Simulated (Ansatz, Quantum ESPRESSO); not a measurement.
# SiO2 (001), quartz: a film clamped to its substrate

A thin film takes the in-plane lattice of its substrate and is free along the normal. How do the free axis and the stress follow the misfit? The strained cell has c along the film normal; unstrained it is a = 4.9467 Å, b = 4.9467 Å, c = 5.4407 Å, α = 90.00°, β = 90.00°, γ = 120.00°, with 9 atoms.

Calculated with Quantum ESPRESSO 7.5, PBEsol, GBRV 1.5 ultrasoft potentials, cutoff 680 eV, Fermi–Dirac smearing 0.02 eV, k-mesh 7×7×5, no spin polarisation, no spin-orbit coupling.

Relaxed positions at 0 %:

```
atom       x       y       z
  Si  0.4700  0.0000  0.6667
  Si  0.0000  0.4700  0.3333
  Si  0.5300  0.5300  0.0000
   O  0.4124  0.2676  0.7851
   O  0.7324  0.1448  0.4517
   O  0.8552  0.5876  0.1184
   O  0.2676  0.4124  0.2149
   O  0.1448  0.7324  0.5483
   O  0.5876  0.8552  0.8816
```

| ε∥ (%) | a (Å) | c (Å) | ε⊥ (%) | σ (GPa, tension positive) |
| --- | --- | --- | --- | --- |
| −3 | 4.7983 | 5.4680 | 0.502 | −2.59 |
| −2 | 4.8478 | 5.4550 | 0.262 | −1.61 |
| 0 | 4.9467 | 5.4407 | 0.000 | 0.01 |
| 1 | 4.9962 | 5.4239 | −0.310 | 0.87 |
| 2 | 5.0457 | 5.4170 | −0.437 | 1.57 |
| 3 | 5.0951 | 5.4086 | −0.591 | 2.19 |

**Question.** Fit both responses and give the free strain and the stress at −1 %, a row left out above.

Least squares with y = y0 + y1 ε + y2 ε² (ε in %) gives ε⊥ = −0.074 + (−0.1820) ε + (0.0018) ε² and σ = 0.07 + (0.797) ε + (−0.028) ε² GPa. The linear terms put the ratio of free to applied strain at −0.182 and the biaxial modulus at 80 GPa.

At −1 % the free strain comes out as 0.110 %. The run itself gives 0.043 %, so the estimate misses by 0.067 %; the fitted rows themselves lie up to 0.074 % off the law.

The stress comes out as −0.76 GPa. The run itself gives −0.71 GPa, so the estimate misses by 0.05 GPa; the fitted rows themselves lie up to 0.06 GPa off the law.

With c as the unique axis, zero normal stress gives ε⊥/ε∥ = −2C13/C33 for relaxed atoms, so 2C13/C33 is about 0.18.

The negative ε² term means that the crystal stiffens in compression and softens in tension.

The same fit over all rows at other levels or in other programs gives the strain ratio = −0.174 with PBEsol (Ansatz) and −0.163 with PBEsol (Quantum ESPRESSO, PseudoDojo).

[Logs are printed without paths, hosts, clocks, repeated set-up lines and the standing remarks that a program may print on its own settings, such as how far it seeks lower states.]
